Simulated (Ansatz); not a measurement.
Input for Ansatz (plane-wave DFT), Be:

```yaml
crystal:
  lattice:
    - [2.2647826536, 0.0, 0.0]
    - [-1.1323913268, 1.9613593121, 0.0]
    - [0.0, 0.0, 3.57410246]
  atoms:
    - { symbol: Be, position: [0.3333333333, 0.6666666667, 0.75] }
    - { symbol: Be, position: [0.6666666667, 0.3333333333, 0.25] }
  symmetry: { detect: true }
total_charge: 0.25
basis:
  ecutwfc: 420
kpoints:
  mp_grid: { grid: [11, 6, 4] }
hamiltonian:
  xc: pbe
scf:
  occupations: { method: gaussian, width: 0.1 }
output:
  forces: true
  stress: true
  eigenvalues: true
```

Command:

```bash
ansatz run input.yaml --threads 1 --pin off --max-ram 1331MiB --backend cpu --events-out ev --progress --plain --runs-dir out
```

Output, shortened (HF is the Harris–Foulkes energy, dr2 the density residual in eV):

```text
Warning: crystal.symmetry: narrowed to the stabiliser of the k-point mesh — unitary ops 24 → 4; excluded 20 operations that carry a point of the 11×6×4 mesh (shift [0, 0, 0]) off the mesh (the run samples exactly the mesh kpoints.mp_grid names, as under crystal.symmetry.detect: false, and its converged state has the mesh's symmetry, not the crystal's …
Pseudopotential: Be, paw, valence charge 2, recommended cutoff 420 eV (normal)
Crystal: 2 atoms, lattice volume = 15.876 Å³
Basis set: ecut = 420 eV, 311 PW (Γ), exchange–correlation on 32×32×48 points (8 copies of the dense FFT grid, shifted against one another)
Bands: 6, of which v1, the nominal top of the filled ones, is band 2 counted from 1 (1 counted from 0)
Symmetry: 4 space group operations
k-points: 102 of 264
Initial density: superposition of atomic densities (neutral atoms scaled as one to the charged cell's electrons: chi_scale 0, normalization atom), corrected by the library's trained network
SCF iter   1: HF=-187.379227 eV  Δρ=3.13e-3  dr2=1.31e-3
SCF iter   2: HF=-187.378944 eV  Δρ=1.95e-3  dr2=5.11e-4
SCF iter   3: HF=-187.378779 eV  Δρ=5.30e-5  dr2=3.52e-7
SCF iter   4: HF=-187.378845 eV  Δρ=1.13e-5  dr2=1.60e-8
SCF iter   5: F=-187.378845 eV  HF=-187.378845 eV  Δρ=6.57e-7  dr2=5.63e-11
SCF iter   6: F=-187.378845 eV  HF=-187.378845 eV  Δρ=3.29e-8  dr2=6.84e-14
SCF 1 converged in 6 iterations: F = -187.378845 eV  dr2 = 6.84e-14
SCF converged after 6 iterations
Free energy (F): -187.378845 eV
E sigma→0 (E₀):  -187.377450 eV
Entropy (-TS):   -0.002791 eV (-1.396 meV/atom)
Fermi energy:    7.119856 eV
--- Forces (eV/Å), atoms counted from 1 ---
  atom   1  Be     0.00751541    -0.01439350     0.00000000
  atom   2  Be    -0.00751541     0.01439350     0.00000000
--- Stress (GPa, compression-positive) ---
       22.985212      -0.590251       0.000000
       -0.590251      20.180820       0.000000
        0.000000       0.000000      20.892471
  P = ⅓ Tr σ = 21.3528 GPa (213.528 kbar)
```

The inputs are trials, many of them unsound on purpose. Their numbers show the effect of the settings and aren't properties of the material. The charged cell sits in a uniform compensating background.